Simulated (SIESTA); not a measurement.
MnO2 under changes of volume

One of the cells (12.025 Å³/atom); the others are scaled copies at fixed shape and fractional positions:

```
Mn O
1.0
     2.85496    0.00000    0.00000
    -1.42748    2.47246    0.00000
     0.00000    0.00000   10.22174
Mn O
2 4
Cartesian
  0.0000 0.0000 5.1109
  0.0000 0.0000 0.0000
  1.4275 0.8242 4.1588
  1.4275 0.8242 0.9521
  0.0000 1.6483 6.0630
  0.0000 1.6483 9.2697
```

Measurements of this composition are mostly on another form, of space group No. 136.

```yaml
Program: SIESTA 5.4.2
Functional: LDA
Potentials_or_basis: PseudoDojo 0.4 standard (LDA files)
Basis: DZP (energy shift 0.003 Ry; two zetas on semicore shells)
Grid_cutoff: 800 Ry
Energy_shift: 0.003 Ry
k_mesh: 8 × 8 × 2
Occupations: fermi-dirac, width 0.05 eV
Spin: collinear spin, ferromagnetic start
Starting_moments: "[4.0, 4.0, 0.0, 0.0, 0.0, 0.0] μB"
```

| volume (Å³/atom) | energy over the lowest point (meV/atom) | pressure (GPa) | gap on the mesh (eV) | largest force (eV/Å) |
| --- | --- | --- | --- | --- |
| 11.304 | 8.02 | 7.2 | 0.21 | 0.820 |
| 11.544 | 0.68 | 2.6 | 0.29 | 0.448 |
| 11.785 | 0.00 | -1.6 | 0.37 | 0.105 |
| 12.025 | 5.29 | -5.4 | 0.44 | 0.213 |
| 12.266 | 15.94 | -8.8 | 0.51 | 0.506 |
| 12.507 | ? | ? | ? | ? |
| 12.747 | 50.94 | -14.4 | 0.64 | 1.018 |

What does the run at 12.507 Å³/atom give?

Energy over the lowest point 31.33 meV/atom; pressure -11.7 GPa; gap on the mesh 0.58 eV; largest force 0.774 eV/Å.

Worked out: A Birch-Murnaghan fit of order 3 (a polynomial in V^(-2/3)) to the other rows has its minimum at 11.69 Å³/atom with B0 = V·E''(V) = 202 GPa and B' = 4.6 at fixed shape and positions, which overstates the stiffness. It gives 31.36 meV/atom at 12.507 Å³/atom, against the run's 31.33, and -dE/dV = -11.7 GPa, against -11.7. A straight line through the other rows of the gap, of slope 3.58 eV per unit of ln V, gives 0.58 eV, against the run's 0.58.

Energies are extrapolated to zero smearing.

Caveats: short orbitals over semicore shells can move pressures by several GPa; the basis of atomic orbitals isn't converged, which shifts pressures, moduli and gaps; only a ferromagnetic start was run, and an antiferromagnetic order may lie lower in energy; forces of over 1 eV/Å show positions far from the minimum, so gaps and moduli don't describe the material at rest (some runs).

A mesh can miss the band edges.
